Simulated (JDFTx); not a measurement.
ZrB2:

```
CELL_PARAMETERS angstrom
3.17000 0.00000 0.00000
-1.58500 2.74530 0.00000
0.00000 0.00000 3.53300
ATOMIC_POSITIONS crystal
Zr 0.00000 0.00000 0.00000
B 0.66667 0.33333 0.50000
B 0.33333 0.66667 0.50000
```

Program: JDFTx 1.7.0 (patched build). Alike in all runs: task single point; potentials or basis SG15-PBE-1.2 with smoothed tails; no spin polarisation; cell as given; k mesh 5 × 5 × 4; cutoff (eV) 1088; smearing fermi-dirac 0.05 eV; the mesh is coarse, so values aren't converged.

Task: Order these runs on this cell by their pressure, lowest first.
A. level r2SCAN
B. level LDA
C. level PBEsol

Result: B (-5.0 GPa), C (-3.3 GPa), A (0.1 GPa).

Caveats: all runs use coarse meshes; the potentials were made for another functional, which shifts forces and pressure.
